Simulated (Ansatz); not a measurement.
# Formation energy and levels of the vacancy V_Ca in CaO (Fm-3m)

Wanted: the transition levels of a vacancy in CaO (Fm-3m), from a cell of 54 host atoms with 1 Ca taken out.

Calculated with Ansatz 0.2.0; place-levels on r2SCAN runs: charge-transition levels and formation energies with image-charge correction and potential alignment at the atomic sites; PAW set soft_1.

### Step 1. The structure

The cell holds 53 atoms: 26 Ca and 27 O. Cell: a = 10.020 Å, b = 10.020 Å, c = 10.020 Å, α = 60.0°, β = 60.0°, γ = 60.0°. It derives from CaO (space group Fm-3m). Nearest the centre at fractional (0.667, 0.667, 0.333): O28 at 2.36 Å, O32 at 2.36 Å, O44 at 2.36 Å, O34 at 2.36 Å, O50 at 2.36 Å, O46 at 2.36 Å, Ca15 at 3.34 Å, Ca39 at 3.34 Å.

Known beforehand: the electronic dielectric constant, 3.85, and the static one, 16.67, computed on the host (DFPT, PBEsol, on the r2SCAN cell), and a cell off the functional's own equilibrium shifts the ionic part.

The relaxed host is scaled by −1.5 % along all axes; the dielectric constants are those of the unstrained host.

The cell's shortest repeat is 10.0 Å.

### Step 2. The runs of each charge state

Levels follow from differences of total energies between charge states, each relaxed by itself.

Each atom starts 0.05 Å or so off its site in a random direction: a symmetric start keeps its symmetry, and would miss off-centre moves and Jahn–Teller distortions. Forces are taken at one point at (¼, ¼, ¼). The cell holds 2 electrons more than the neutral one, with a uniform background that keeps it neutral on the whole.

The sampling was tested on the host first: at the k-points planned (1x1x1 shifted 0.25 0.25 0.25) its energy lies 0.006 eV an atom from the dense-mesh value, under the bound of 0.02 eV set for this test; that bounds the host's error, not the defect's.

One of the inputs; charge, spin and start change from state to state.

Input file qm2.relax/input.yaml:

```yaml
crystal:
  lattice:
    - [0.0, 7.085181, 7.085181]
    - [7.085181, 0.0, 7.085181]
    - [7.085181, 7.085181, 0.0]
  atoms:
    - { symbol: Ca, position: [0.0, 0.0, 0.0] }
    - { symbol: O, position: [0.16666667, 0.16666667, 0.16666667] }
[... 6 atom lines left out ...]
    - { symbol: Ca, position: [0.0, 0.33333333, 0.33333333] }
[... 3 atom lines left out ...]
    - { symbol: Ca, position: [0.0, 0.66666667, 0.0] }
[... 1 atom line left out ...]
    - { symbol: Ca, position: [0.0, 0.66666667, 0.33333333] }
[... 5 atom lines left out ...]
    - { symbol: Ca, position: [0.33333333, 0.0, 0.33333333] }
[... 6 atom lines left out ...]
    - { symbol: O, position: [0.5, 0.5, 0.5] }
[... 1 atom line left out ...]
    - { symbol: O, position: [0.5, 0.5, 0.83333333] }
[... 1 atom line left out ...]
    - { symbol: O, position: [0.5, 0.83333333, 0.16666667] }
    - { symbol: Ca, position: [0.33333333, 0.66666667, 0.33333333] }
    - { symbol: O, position: [0.5, 0.83333333, 0.5] }
    - { symbol: Ca, position: [0.33333333, 0.66666667, 0.66666667] }
[... 1 atom line left out ...]
    - { symbol: Ca, position: [0.66666667, 0.0, 0.0] }
[... 1 atom line left out ...]
    - { symbol: Ca, position: [0.66666667, 0.0, 0.33333333] }
[... 4 atom lines left out ...]
    - { symbol: O, position: [0.83333333, 0.5, 0.16666667] }
    - { symbol: Ca, position: [0.66666667, 0.33333333, 0.33333333] }
    - { symbol: O, position: [0.83333333, 0.5, 0.5] }
    - { symbol: Ca, position: [0.66666667, 0.33333333, 0.66666667] }
[... 1 atom line left out ...]
    - { symbol: Ca, position: [0.66666667, 0.66666667, 0.0] }
    - { symbol: O, position: [0.83333333, 0.83333333, 0.16666667] }
[... 1 atom line left out ...]
    - { symbol: Ca, position: [0.66666667, 0.66666667, 0.66666667] }
    - { symbol: O, position: [0.83333333, 0.83333333, 0.83333333] }
  host:
    repeats: [3, 3, 3]
    atoms:
      - { symbol: Ca, position: [0.0, 0.0, 0.0] }
      - { symbol: O, position: [0.5, 0.5, 0.5] }
total_charge: -2
basis:
  ecutwfc: 500
  xc_grid: 2
hamiltonian:
  xc: r2scan
  pseudopotentials: { kind: paw, azcp: { folder: soft_1 } }
kpoints:
  mp_grid: { grid: [1, 1, 1], shift: [0.25, 0.25, 0.25] }
scf:
  occupations: { method: fixed }
  max_iter: 60
output:
  forces: true
  charged_corrections:
    epsilon: 3.85
    static_epsilon: 16.67
    defect_position: [0.666667, 0.666667, 0.333333]
relax:
  f_tol: 0.02
  max_steps: 80
  random_displacement: { amplitude: 0.05, seed: 3786 }
checkpoint:
  write: "../qm2.relax.run"
  compress: false
  write_wavefunctions: true
  write_every: 100000
```

Run with:

```bash
ansatz run input.yaml --threads 4 --pin off --max-ram 15073MiB --backend cpu --events-out ev --progress --plain --runs-dir out
```

Defect states can disperse in a cell of this size, so the energy is taken again at a 2×2×2 shifted mesh, on the relaxed structure.

The run of this state that the levels use, under r2SCAN:

Input file qm2.point/input.yaml:

```yaml
crystal:
  checkpoint: "../qm2.relax.run"
  host: checkpoint
total_charge: -2
basis:
  ecutwfc: 500
  xc_grid: 2
hamiltonian:
  xc: r2scan
  pseudopotentials: { kind: paw, azcp: { folder: soft_1 } }
kpoints:
  mp_grid: { grid: [2, 2, 2], shift: [0.5, 0.5, 0.5] }
scf:
  occupations: { method: fermi_dirac, width: 0.01 }
  max_iter: 60
output:
  forces: true
  eigenvalues: true
  charged_corrections:
    epsilon: 3.85
    static_epsilon: 16.67
    defect_position: [0.666667, 0.666667, 0.333333]
  eigenstates: { localisation: true }
  populations: true
checkpoint:
  read: "../qm2.relax.run"
  write: "../qm2.point.run"
  compress: false
  write_wavefunctions: false
  write_every: 100000
```

Relaxations under r2SCAN at one point at (¼, ¼, ¼); times on 4 threads of Arm Neoverse V2, shared host:

| charge | moment (μB) | occupations | outcome | steps | largest displacement against the far atoms (Å) | time |
| --- | --- | --- | --- | --- | --- | --- |
| −2 | 0 | fixed | converged | 5 | 0.16 | 80 s |
| −1 | 1 | fixed | converged | 10 | 0.16 | 7.8 min |
| 0 | 0 | fixed | not converged | - | - | 58 s |
| 0 | 0 | fermi-dirac | converged | 5 | 0.16 | 2.1 min |
| +1 | 1 | fixed | not converged | 6 | - | 7.7 min |
| +1 | 1 | fermi-dirac | converged | 11 | 0.15 | 9.1 min |
| 0 | 2 | fixed | converged | 4 | 0.15 | 3 min |

Single points under r2SCAN at a 2×2×2 shifted mesh; times on 4 threads of Arm Neoverse V2, shared host:

| charge | moment (μB) | occupations | outcome | time |
| --- | --- | --- | --- | --- |
| −2 | 0 | fermi-dirac | converged | 79 s |
| −1 | 1 | fermi-dirac | converged | 3.8 min |
| 0 | 0 | fermi-dirac | converged | 1.9 min |
| +1 | 1 | fermi-dirac | converged | 3.2 min |
| 0 | 2 | fermi-dirac | converged | 3.7 min |

Distances (Å) from the ideal centre to the nearest atoms after relaxation with r2SCAN:

| charge | moment (μB) | 1. | 2. | 3. | 4. | 5. | 6. |
| --- | --- | --- | --- | --- | --- | --- | --- |
| −2 | 0 | O 2.52 | O 2.52 | O 2.52 | O 2.53 | O 2.53 | O 2.53 |
| −1 | 1 | O 2.52 | O 2.52 | O 2.52 | O 2.52 | O 2.52 | O 2.52 |
| 0 | 0 | O 2.52 | O 2.52 | O 2.52 | O 2.52 | O 2.52 | O 2.52 |
| 0 | 2 | O 2.51 | O 2.51 | O 2.51 | O 2.52 | O 2.52 | O 2.52 |
| +1 | 1 | O 2.51 | O 2.51 | O 2.51 | O 2.52 | O 2.52 | O 2.52 |

### Step 3. Placing the levels, r2SCAN

A charged cell interacts with its images and the background, and its potential has another zero than the host's. place-levels removes the first by a point-charge model, screened by the static dielectric constant since the ions have relaxed around the charge, and the second by comparing potentials at atoms far from the defect.

The host is a run of the defect-free crystal in the same cutoffs, grids and k-points, so that basis and sampling errors cancel in part in the differences. The host is run in a cell of 2 atoms on a matching mesh. Its band edges are searched through the zone by a band path, so the gap is smaller than, or equal to, that on the mesh. Chemical potentials are energies per atom of Ca (fcc), run with the same functional and cutoff.

Input file levels.point.yaml:

```yaml
host:
  run: host.point.run
states: [qm2.point.run, qm1_M1.point.run, q0.point.run, qp1_M1.point.run, q0_M2.point.run]
geometry_from:
  qm2.point.run: qm2.relax.run
  qm1_M1.point.run: qm1_M1.relax.run
  q0.point.run: q0.relax_smeared.run
  qp1_M1.point.run: qp1_M1.relax_smeared.run
  q0_M2.point.run: q0_M2.relax.run
chemical_potentials:
  Ca:
    energy: -1821.671293
    dataset: <sha256 of the dataset>
epsilon: 3.85
static_epsilon: 16.67
vertical:
  - { from: qm2.point.run, to: qm2.point_neutral.run }
  - { from: qm1_M1.point.run, to: qm1_M1.point_neutral.run }
  - { from: qp1_M1.point.run, to: qp1_M1.point_neutral.run }
```

Run with:

```bash
ansatz place-levels levels.point.yaml -- --threads 4 --pin off --max-ram 15073MiB
```

Numbers of over 12 decimals in the logs are rounded to 6 here.

What it wrote:

```text
[... repeated set-up lines and file paths are left out, and long positions are rounded to six places ...]
(+1/0) 0.000 eV above the valence edge (-0.192 eV without the band-filling correction), 4.181 eV under the conduction edge
(0/-1) 0.117 eV above the valence edge, 4.063 eV under the conduction edge
(-1/-2) 0.404 eV above the valence edge, 3.777 eV under the conduction edge
formation energy of charge +1: +9.311 eV with the Fermi level at the valence edge
formation energy of charge 0: +9.311 eV with the Fermi level at the valence edge
formation energy of charge -1: +9.428 eV with the Fermi level at the valence edge
formation energy of charge -2: +9.832 eV with the Fermi level at the valence edge
vertical -2 to 0: no energy, since no alignment is typed
  the change from vertical[0].from (qm2.point.run) to vertical[0].to (qm2.point_neutral.run): by its potential at epsilon 3.85 it stands at 0.666 0.668 0.333, with an rms radius of about 5.9 Å (3.4 3.4 3.4 Å across the planes of the cell's vectors); [...]
vertical -1 to 0: no energy, since no alignment is typed
  the change from vertical[1].from (qm1_M1.point.run) to vertical[1].to (qm1_M1.point_neutral.run): by its potential at epsilon 3.85 it stands at 0.168 0.165 0.834, with an rms radius of about 5.8 Å (3.3 3.3 3.4 Å across the planes of the cell's vectors); [...]
vertical +1 to 0: no energy, since no alignment is typed
  the change from vertical[2].from (qp1_M1.point.run) to vertical[2].to (qp1_M1.point_neutral.run): by its spins about the atoms it stands at 0.665 0.666 0.333, with an rms radius of about 3.5 Å (2.0 2.0 2.0 Å across the planes of the cell's vectors); [...]
  edges by r2scan, gap 4.181 eV; the host is sampled to repeats of 20.04 Å
  the defect's cells are sampled to repeats of 20.04 Å, like sampling
  charge +1: -62816.7287 eV with its correction of -0.458 eV, at epsilon 16.67, aligned at sites: -0.5981 eV, mean over 21 atomic sites at or beyond 5.01 Å from the defect at [0.6667, 0.6667, 0.3333], with +0.000000 for the charge's moments and without [...]
  states[3] (qp1_M1.point.run): levels filled in part (TS 0.005 eV): its energy is of no whole electron's
  charge 0: +0.000 eV for its dipole among its images, +0.000 omitted
  charge -1: -62800.9023 eV with its correction of +0.606 eV, at epsilon 16.67, aligned at sites: -0.4660 eV, mean over 21 atomic sites at or beyond 5.01 Å from the defect at [0.6667, 0.6667, 0.3333], with -0.000000 for the charge's moments and without [...]
  states[1] (qm1_M1.point.run): levels filled in part (TS 0.005 eV): its energy is of no whole electron's
  charge -2: -62792.5478 eV with its correction of +1.394 eV, at epsilon 16.67, aligned at sites: -0.4174 eV, mean over 21 atomic sites at or beyond 5.01 Å from the defect at [0.6667, 0.6667, 0.3333], with +0.000000 for the charge's moments and without [...]
  charge 0: states[2] (q0.point.run) stands 0.115 eV higher, with a moment of 0.00 μB against 2.00
  states[2] (q0.point.run): levels filled in part (TS 0.014 eV): its energy is of no whole electron's
  of states[3] (qp1_M1.point.run): it parts from the run at its places by a charge that spreads by about 2 Å along one vector (1.4 Å or more is wide), by the spins about the atoms, where the cell does not tell a trapped carrier from a band state. [...]
  of states[4] (q0_M2.point.run): its alignment with the host at atomic sites is doubtful: the cell is too small to show whether the defect's potential has decayed: take a larger one; stability_check_not_made
  of states[1] (qm1_M1.point.run): it parts from the run at its places by a charge that spreads by about 3.4 Å along one vector (1.4 Å or more is wide), by its potential at epsilon 3.85, taken for that of held ions (one typed too small widens it), where the [...]
  of states[0] (qm2.point.run): it parts from the run at its places by a charge that spreads by about 3.4 Å along one vector (1.4 Å or more is wide), by its potential at epsilon 3.85, taken for that of held ions (one typed too small widens it), where the cell [...]
  of states[2] (q0.point.run): its alignment with the host at atomic sites is doubtful: the cell is too small to show whether the defect's potential has decayed: take a larger one
  of vertical[0].from (qm2.point.run): it parts from the run at its places by a charge that spreads by about 3.4 Å along one vector (1.4 Å or more is wide), by its potential at epsilon 3.85, taken for that of held ions (one typed too small widens it), where [...]
  vertical[0].to (qm2.point_neutral.run): levels filled in part (TS 0.014 eV): its energy is of no whole electron's
  vertical[1].from (qm1_M1.point.run): levels filled in part (TS 0.005 eV): its energy is of no whole electron's
  of vertical[1].from (qm1_M1.point.run): stability_check_not_made; [...]
  vertical[1].to (qm1_M1.point_neutral.run): levels filled in part (TS 0.014 eV): its energy is of no whole electron's
  vertical[2].from (qp1_M1.point.run): levels filled in part (TS 0.005 eV): its energy is of no whole electron's
  of vertical[2].from (qp1_M1.point.run): its moments are held at its close (magnetization.spin_locking), by a field of 0.011 eV a Bohr magneton, and its energy and levels are of the state that this holds: a run that lets them go can end lower; [...]
  vertical[2].to (qp1_M1.point_neutral.run): levels filled in part (TS 0.014 eV): its energy is of no whole electron's
```

Wall time 0.42 s (4 threads of Arm Neoverse V2, shared host).

Levels between the charges placed, in eV above the valence top:

|  | gap (eV) | (+1/0) | (0/−1) | (−1/−2) |
| --- | --- | --- | --- | --- |
| r2SCAN | 4.18 | 0.00 | 0.12 | 0.40 |

Corrections by state:

| charge | moment (μB) | image terms and alignment (eV) | band filling (eV) | ε used | over the lowest of its charge, as the program ranks them, band filling apart (eV) |
| --- | --- | --- | --- | --- | --- |
| +1 | 1.0 | -0.458 | -0.192 | 16.67 | 0.000 |
| 0 | 2.0 | 0.000 | - | - | 0.000 |
| −1 | 1.0 | 0.606 | - | 16.67 | 0.000 |
| −2 | 0.0 | 1.394 | - | 16.67 | 0.000 |
| 0 | 0.0 | 0.000 | - | - | 0.115 |

The charged structures listed were also run neutral, and place-levels reads from each pair, by the potential or the spins, how wide the charge is by which they differ; that can be the carrier of either run.

| charge | rms radius (Å) | spread where it is widest against the cell (Å) | wide from (Å) | reading |
| --- | --- | --- | --- | --- |
| +1 | 3.5 | 2.00 | 1.42 | wide |
| −1 | 5.8 | 3.39 | 1.42 | wide |
| −2 | 5.9 | 3.43 | 1.42 | wide |

The neutral runs of these pairs need not share the spin of the lowest neutral state, and very wide values only mean spread over the cell.

From the program's caveats on the states, each cut to its opening words:

- charge +1 (1 μB): it parts from the run at its places by a charge that spreads by about 2 Å along one vector (1.4 Å or more is wide), by the spins about the atoms, where the [...]
- charge +1 (1 μB): a band-filling correction moves a carrier to the host's band edge, which changes its energy by -0.192 eV
- charge +1 (1 μB), 0 (2 μB), −1 (1 μB), −2, 0: its alignment with the host at atomic sites is doubtful: the cell is too small to show whether the defect's potential has decayed: take a larger one
- charge +1 (1 μB): its moments are held at its close (magnetization.spin_locking), by a field of 0.011 eV a Bohr magneton, and its energy and levels are of the state that this [...]
- charge +1 (1 μB), 0 (2 μB), −1 (1 μB): flagged: stability check not made
- charge −1 (1 μB), −2: it parts from the run at its places by a charge that spreads by about 3.4 Å along one vector (1.4 Å or more is wide), by its potential at epsilon 3.85, taken [...]

Chemical potentials of the elements' reference phases, run alike. Formation energies (elemental references), with the Fermi level at the valence top and at the conduction bottom (gap 4.18 eV):

| charge | at valence top (eV) | at conduction bottom (eV) | correction included (eV) |
| --- | --- | --- | --- |
| +1 | 9.31 | 13.49 | -0.65 |
| 0 | 9.31 | 9.31 | 0.00 |
| −1 | 9.43 | 5.25 | 0.61 |
| −2 | 9.83 | 1.47 | 1.39 |

(Fermi level (eV), lowest formation energy (eV)): (0.00, 9.31), (0.38, 9.05), (0.76, 8.31), (1.14, 7.55), (1.52, 6.79), (1.90, 6.03), (2.28, 5.27), (2.66, 4.51), (3.04, 3.75), (3.42, 2.99), (3.80, 2.23), (4.18, 1.47)

### Step 4. Summary of results

| Item | Value |
| --- | --- |
| gap of the host | 4.18 eV (r2SCAN) |
| level (plus 1/0) | 0.00 eV above the valence top (-0.19 eV above the valence top without the band-filling term) |
| level (0/minus 1) | 0.12 eV above the valence top |
| level (minus 1/minus 2) | 0.40 eV above the valence top |
| lowest of the charges placed, just above the valence top (0.02 eV) | 0 |
| lowest of the charges placed, just below the conduction bottom (0.02 eV) | −2 |
| lowest formation energy at mid-gap of the charges run, elemental references | 5.65 eV |

In words: Of the charges placed (−2, −1, 0 and +1), the lowest changes at 0.12 eV (0/−1) and 0.40 eV (−1/−2) above the valence top, in a gap of 4.18 eV. (0/−1) and (−1/−2) lie nearer to a band edge than the share of the finite-size correction in them (0.61 and 0.79 eV), and that correction holds for a localised charge alone. (0/−1) lies 0.12 eV from a band edge, less than the doubt on such levels. Charges below −2 were not placed, so these runs say nothing of levels that involve them. States placed: +1 at 1 μB; 0 at 2 μB and 0 μB; −1 at 1 μB; −2 at 0 μB. Other spin states or structures, where not listed, weren't placed. The program finds carriers beyond a band edge of the host and adds a band-filling term at charge +1 (-0.19 eV); steps to such a charge show no bound level, and a defect level inside a band would be read the same way. The program doubts the alignment of potentials for at least one state, a sign that the cell is small. Keep in mind: r2SCAN makes the gap too small and tends to spread out bound carriers; where a gas molecule sets a chemical potential or the host's formation energy, its binding is uncorrected; force components of up to 0.11 eV/Å remain in a run at the final settings.

[Logs are printed without paths, hosts, clocks, repeated set-up lines and the standing remarks that a program may print on its own settings, such as how far it seeks lower states.]

[Hosts, paths, dates, database ids (printed as entryN), source tags and the programs' standing remarks are cut or masked in the printed files.]

[Where a table of states has a column of steps, it counts the stored structures, which are thinned; the runs took as many ionic steps or more.]

[A defect's name tells the site on which it was built; relaxed atoms can leave that site.]

[For some hosts the program warned that the k-mesh of the response run may be too coarse for force constants and the static dielectric constant; such warnings are not shown here.]
